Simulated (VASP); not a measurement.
# Be (Im-3m) in VASP: single point with PBE

Aim: the single point of Be with PBE.

Program: VASP 6.6.1. These are calculated values, not measurements. Logs are shortened: lines on timing, memory, paths and dates and some standing lists are left out, and cuts for length are marked.

## 1. Starting point

The structure is cubic, space group Im-3m (No. 229). The conventional cell has a = 2.548 Å, b = 2.548 Å, c = 2.548 Å, α = 90.00°, β = 90.00°, γ = 90.00°. Around Be (site symmetry m-3m) lie 8 Be at 2.21 Å.

The cell was built by a generator and needn't be a form met in nature.

## 2. Single point, PBE

The input, INCAR:

```
SYSTEM = Be
  ALGO = Normal
  EDIFF = 1E-6
  ENCUT = 520
  GGA = PE
  ISIF = 2
  ISMEAR = -1
  LASPH = .True.
  LCHARG = .False.
  LREAL = .False.
  LWAVE = .False.
  NBANDS = 7
  NELM = 100
  PREC = Accurate
  SIGMA = 0.1
```

The input, KPOINTS:

```
k-points
0
Gamma
  18 18 18
  0 0 0
```

The input, POSCAR:

```
Be
1.0
   -1.2739720000      1.2739720000      1.2739720000
    1.2739720000     -1.2739720000      1.2739720000
    1.2739720000      1.2739720000     -1.2739720000
Be
1
Direct
    0.0000000000      0.0000000000      0.0000000000
```

Potentials or basis: VASP PAW PBE potentials, release 64 (Be).

Launch:

```console
> cat potpaw_PBE.64/Be/POTCAR > POTCAR
> mpirun -np 1 vasp_std > vasp.out
```

OUTCAR:

```text
SYSTEM = Be
   EDIFF = 1E-6
   ENCUT = 520
   GGA = PE
   ISIF = 2
   ISMEAR = -1
   LASPH = .True.
   LREAL = .False.
   NELM = 100
   PREC = Accurate

 ion  position               nearest neighbor table
   1  0.000  0.000  0.000-

  LATTYP: Found a body centered cubic cell.
 ALAT       =     2.5479440000

  Lattice vectors:

 A1 = (  -1.2739720000,   1.2739720000,   1.2739720000)
 A2 = (   1.2739720000,  -1.2739720000,   1.2739720000)
 A3 = (   1.2739720000,   1.2739720000,  -1.2739720000)

Analysis of symmetry for initial positions (statically):
=====================================================================
 Subroutine PRICEL returns:
 Original cell was already a primitive cell.

 Routine SETGRP: Setting up the symmetry group for a
 body centered cubic supercell.

 Subroutine GETGRP returns: Found 48 space group operations
 (whereof 48 operations were pure point group operations)
 out of a pool of 48 trial point group operations.

The static configuration has the point symmetry O_h .

Analysis of symmetry for dynamics (positions and initial velocities):
=====================================================================
 Subroutine PRICEL returns:
 Original cell was already a primitive cell.

 Routine SETGRP: Setting up the symmetry group for a
 body centered cubic supercell.

 Subroutine GETGRP returns: Found 48 space group operations
 (whereof 48 operations were pure point group operations)
 out of a pool of 48 trial point group operations.

The dynamic configuration has the point symmetry O_h .

 Subroutine INISYM returns: Found 48 space group operations
 (whereof 48 operations are pure point group operations),
 and found     1 'primitive' translations

----------------------------------------------------------------------------------------

                                     Primitive cell

  volume of cell :       8.2706

  direct lattice vectors                    reciprocal lattice vectors
    -1.273972000  1.273972000  1.273972000     0.000000000  0.392473304  0.392473304
     1.273972000 -1.273972000  1.273972000     0.392473304  0.000000000  0.392473304
     1.273972000  1.273972000 -1.273972000     0.392473304  0.392473304  0.000000000

  length of vectors
     2.206584231  2.206584231  2.206584231     0.555041069  0.555041069  0.555041069

  position of ions in fractional coordinates (direct lattice)
     0.000000000  0.000000000  0.000000000

  ion indices of the primitive-cell ions
   primitive index   ion index
                 1           1

----------------------------------------------------------------------------------------

 KPOINTS: k-points

Automatic generation of k-mesh.
 Grid dimensions read from file:
 generate k-points for:   18   18   18

 Generating k-lattice:

  Cartesian coordinates                     Fractional coordinates (reciprocal lattice)
     0.000000000  0.021804072  0.021804072     0.055555556  0.000000000  0.000000000
     0.021804072  0.000000000  0.021804072     0.000000000  0.055555556  0.000000000
     0.021804072  0.021804072  0.000000000     0.000000000  0.000000000  0.055555556

  Length of vectors
     0.030835615  0.030835615  0.030835615

  Shift w.r.t. Gamma in fractional coordinates (k-lattice)
     0.000000000  0.000000000  0.000000000

 Subroutine IBZKPT returns following result:
 ===========================================

 Found    195 irreducible k-points:

 Following reciprocal coordinates:
            Coordinates               Weight
  0.000000  0.000000  0.000000      1.000000
  0.055556  0.000000  0.000000     12.000000
  0.111111  0.000000  0.000000     12.000000
  0.166667  0.000000  0.000000     12.000000
  0.222222  0.000000  0.000000     12.000000
  0.277778  0.000000  0.000000     12.000000
[... 16 lines left out ...]
  0.333333  0.111111  0.000000     48.000000
  0.388889  0.111111  0.000000     48.000000
 [... further k-points ...]
   k-points           NKPTS =    195   k-points in BZ     NKDIM =    195   number of bands    NBANDS=      7
   number of dos      NEDOS =    301   number of ions     NIONS =      1
   total plane-waves  NPLWV =   4096
   dimension x,y,z NGX =    16 NGY =   16 NGZ =   16
   dimension x,y,z NGXF=    32 NGYF=   32 NGZF=   32
   ions per type =               1
   NGX,Y,Z   is equivalent  to a cutoff of  12.05, 12.05, 12.05 a.u.
   NGXF,Y,Z  is equivalent  to a cutoff of  24.11, 24.11, 24.11 a.u.
 SYSTEM =  Be
   PREC   = accura    normal or accurate (medium, high low for compatibility)
   ISTART =      0    job   : 0-new  1-cont  2-samecut
   ICHARG =      2    charge: 1-file 2-atom 10-const
   ISPIN  =      1    spin polarized calculation?
   LNONCOLLINEAR =      F non collinear calculations
   LSORBIT =      F    spin-orbit coupling
   LASPH  =      T    aspherical Exc in radial PAW
   ENCUT  =  520.0 eV  38.22 Ry    6.18 a.u.   4.10  4.10  4.10*2*pi/ulx,y,z
   NELM   =    100;   NELMIN=  2; NELMDL= -5     # of ELM steps
   EDIFF  = 0.1E-05   stopping-criterion for ELM
   LREAL  =      F    real-space projection
   EDIFFG = 0.1E-04   stopping-criterion for IOM
   NSW    =      0    number of steps for IOM
   IBRION =     -1    ionic relax: 0-MD 1-quasi-New 2-CG
   NFREE  =      0    steps in history (QN), initial steepest desc. (CG)
   ISIF   =      2    stress and relaxation
   ISYM   =      2    0-nonsym 1-usesym 2-fastsym
   POTIM  = 0.5000    time-step for ionic-motion
   TEBEG  =    0.0;   TEEND  =   0.0 temperature during run
   PSTRESS=    0.0 pullay stress
   NELECT =       2.0000    total number of electrons
   NUPDOWN=      -1.0000    fix difference up-down
   EMIN   =  10.00;   EMAX   =-10.00  energy-range for DOS
   EFERMI =   0.00;   METHOD = LEGACY
   ISMEAR =    -1;   SIGMA  =   0.10  broadening in eV -4-tet -1-fermi 0-gaus
   EFERMI_NEDOS =   21; number of points for ismear=-14 and -15
   IALGO  =     38    algorithm
   IMIX   =      4    mixing-type and parameters
     AMIX     =   0.40;   BMIX     =  1.00
     AMIX_MAG =   1.60;   BMIX_MAG =  1.00
  volume/ion in A,a.u.               =       8.27        55.81
  Fermi-wavevector in a.u.,A,eV,Ry     =   1.019933  1.927394 14.153640  1.040263
  Thomas-Fermi vector in A             =   2.153474
   LORBIT       =      0    0 simple, 1 ext, 2 COOP (PROOUT), +10 PAW based schemes
   GGA     = PE    functional components
   LHFCALC =     F    Hartree Fock is set to
   AEXX    =    0.0000 exact exchange contribution
   IVDW    =     0    specifies the selected vdW correction
   LEPSILON=     F    determine dielectric tensor
   LRPA    =     F    only Hartree local field effects (RPA)
 non-spin polarized calculation
  energy-cutoff  :      520.00
  volume of cell :        8.27
 maximum number of plane-waves:       236
   NGX =  9   NGY =  9   NGZ =  9

 number of electron       2.0000000 magnetization

 Free energy of the ion-electron system (eV)
  ---------------------------------------------------
  ext. energy  EPLUGINS =         0.00000000
  ---------------------------------------------------
  free energy    TOTEN  =        -3.65987609 eV

  energy without entropy =       -3.65432018  energy(sigma->0) =       -3.65709813

 E-fermi :   7.5024     XC(G=0): -10.4653

 val. band max:        7.4674920133   @ k =   0.2778   0.2778   0.1111
 cond. band min:       7.5129888517   @ k =  -0.3889  -0.3889   0.0556
 fundamental gap:      0.0454968384
 Fermi energy:         7.5024182817

 k-point     1 :       0.0000    0.0000    0.0000
  band No.  band energies     occupation
      1      -4.4431      2.00000
      2      26.0639      0.00000
      3      26.0639      0.00000
      4      26.0639      0.00000
      5      37.2376      0.00000
      6      37.2376      0.00000
      7      37.2376      0.00000

 k-point     2 :       0.0556    0.0000    0.0000
  band No.  band energies     occupation
      1      -4.3367      2.00000
      2      25.5532      0.00000
      3      25.6504      0.00000
      4      25.9446      0.00000
      5      35.8505      0.00000
      6      36.0003      0.00000
      7      37.9262      0.00000

 k-point     3 :       0.1111    0.0000    0.0000
  band No.  band energies     occupation
      1      -4.0175      2.00000
      2      23.9890      0.00000
      3      24.6477      0.00000
      4      25.5976      0.00000
      5      33.7381      0.00000
      6      34.0942      0.00000
      7      37.7403      0.00000

 k-point     4 :       0.1667    0.0000    0.0000
  band No.  band energies     occupation
      1      -3.4855      2.00000
      2      21.5506      0.00000
      3      23.4375      0.00000
      4      25.0653      0.00000
      5      32.3234      0.00000
      6      32.5347      0.00000
      7      37.4230      0.00000

 k-point     5 :       0.2222    0.0000    0.0000
  band No.  band energies     occupation
      1      -2.7421      2.00000
      2      18.6952      0.00000
      3      22.2552      0.00000
      4      24.4273      0.00000
      5      30.7945      0.00000
      6      32.0416      0.00000
      7      37.6463      0.00000

 k-point     6 :       0.2778    0.0000    0.0000
  band No.  band energies     occupation
      1      -1.7931      2.00000
      2      15.7893      0.00000
      3      21.2156      0.00000
      4      23.7782      0.00000
      5      29.5329      0.00000
      6      31.9651      0.00000
      7      38.3290      0.00000

 k-point     7 :       0.3333    0.0000    0.0000
  band No.  band energies     occupation
      1      -0.6554      2.00000
      2      13.0335      0.00000
      3      20.3743      0.00000
      4      23.2001      0.00000
      5      28.5475      0.00000
      6      32.1217      0.00000
      7      39.3730      0.00000
[... 121 lines left out ...]
 k-point    20 :       0.1667    0.1111    0.0000
  band No.  band energies     occupation
      1      -2.4209      2.00000
      2      18.7719      0.00000
      3      20.4691      0.00000
      4      23.1966      0.00000
      5      32.0074      0.00000
      6      32.3770      0.00000
      7      37.9027      0.00000

 k-point    21 :       0.2222    0.1111    0.0000
  band No.  band energies     occupation
      1      -1.4685      2.00000
      2      15.9056      0.00000
      3      19.4812      0.00000
      4      22.3758      0.00000
      5      31.8123      0.00000
      6      32.1629      0.00000
      7      38.5919      0.00000

 k-point    22 :       0.2778    0.1111   -0.0000
  band No.  band energies     occupation
      1      -0.3234      2.00000
      2      13.1640      0.00000
      3      18.6873      0.00000
      4      21.6794      0.00000
      5      31.3034      0.00000
      6      32.4766      0.00000
      7      39.5381      0.00000

 k-point    23 :       0.3333    0.1111    0.0000
  band No.  band energies     occupation
      1       0.9674      2.00000
      2      10.6916      0.00000
      3      18.1082      0.00000
      4      21.1544      0.00000
      5      30.8706      0.00000
      6      32.9062      0.00000
      7      40.6510      0.00000

 k-point    24 :       0.3889    0.1111    0.0000
  band No.  band energies     occupation
      1       2.2387      2.00000
      2       8.6981      0.00001
      3      17.7564      0.00000
      4      20.8294      0.00000
      5      30.5895      0.00000
      6      33.2824      0.00000
      7      41.8115      0.00000

 [... further k-points ...]

------------------------ aborting loop because EDIFF is reached ----------------------------------------

  FORCE on cell =-STRESS in cart. coord.  units (eV):
  Direction    XX          YY          ZZ          XY          YZ          ZX
  --------------------------------------------------------------------------------------
  -------------------------------------------------------------------------------------
  Total       -0.3170756     -0.3170756     -0.3170756      0.0000000     -0.0000000      0.0000000
  in kB      -61.4233837    -61.4233837    -61.4233837      0.0000000     -0.0000000      0.0000000
  external PRESSURE =     -61.4233837 kB  Pullay stress =       0.0000000 kB

 VOLUME and BASIS-vectors are now :
 -----------------------------------------------------------------------------
  energy-cutoff  :      520.00
  volume of cell :        8.27
      direct lattice vectors                 reciprocal lattice vectors
    -1.273972000  1.273972000  1.273972000     0.000000000  0.392473304  0.392473304
     1.273972000 -1.273972000  1.273972000     0.392473304  0.000000000  0.392473304
     1.273972000  1.273972000 -1.273972000     0.392473304  0.392473304  0.000000000

 POSITION                                       TOTAL-FORCE (eV/Angst)
 -----------------------------------------------------------------------------------
      0.00000      0.00000      0.00000         0.000000     -0.000000     -0.000000
 -----------------------------------------------------------------------------------
    total drift:                               -0.000000     -0.000000      0.000000

  FREE ENERGIE OF THE ION-ELECTRON SYSTEM (eV)
  ---------------------------------------------------
  free  energy   TOTEN  =        -3.6598760859 eV

  energy  without entropy=       -3.6543201813  energy(sigma->0) =       -3.65709813
```

Run time: 4.4 s. Hardware: 1 thread of Intel Xeon Platinum 8488C (Sapphire Rapids), shared host; peak memory 0.11 GiB.

Results:

```
Free energy            : -3.6599 eV
Pressure               : -6.1 GPa
Band gap on the k mesh : none (metal or under the smearing width)
```
